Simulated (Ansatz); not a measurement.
¹¹⁵In nuclear quadrupole resonance in In2O3 at a changed volume

Cell: a structure deposited in the COD, relaxed with PBE at fixed cell and then changed (volume scaled by 1.04, ions relaxed).

```
In O
1.0
     2.77960    1.60480    4.90031
    -2.77960    1.60480    4.90031
     0.00000   -3.20961    4.90031
In O
4 6
Direct
  0.35731 0.35731 0.35731
  0.14269 0.14269 0.14269
  0.64269 0.64269 0.64269
  0.85731 0.85731 0.85731
  0.54629 0.95371 0.25000
  0.25000 0.54629 0.95371
  0.95371 0.25000 0.54629
  0.45371 0.04629 0.75000
  0.75000 0.45371 0.04629
  0.04629 0.75000 0.45371
```

Atom numbers follow the list; atoms alike are taken as one site, whose name carries the number of the first.

Computed with Ansatz: DFT, PBE, plane waves and PAW, scalar-relativistic, 420 eV cutoff, Γ-centred 7×7×7 k-points, Fermi–Dirac smearing 0.02 eV.

¹¹⁵In: I = 9/2, Q = 772.0 mb (year-2017 value). Static lattice, zero field.

Problem. At which frequencies do the ¹¹⁵In NQR lines lie?

Solution. For I = 9/2 and η = 0 the lines are |C_Q|/24 times 1, 2, 3 and 4; η shifts the lowest up most.

| site | atoms | V_zz (10²¹ V/m²) | C_Q (MHz) | η | line frequencies (MHz) |
| --- | --- | --- | --- | --- | --- |
| In | 1, 2, 3, 4 | 4.30 | 80.2 | 0.00 | 3.34, 6.68, 10.0, 13.4 |

Problem. And for ¹¹³In (I = 9/2, Q = 761.0 mb) on In?

Solution. C_Q scales with Q to 79.1 MHz, with lines at 3.29, 6.59, 9.88, 13.2 MHz.

An axis of threefold or higher order runs through In, so V_zz lies along it and η is zero.

Without spin–orbit coupling (the program notes it for In) the gradients can shift somewhat, as the gap is small.
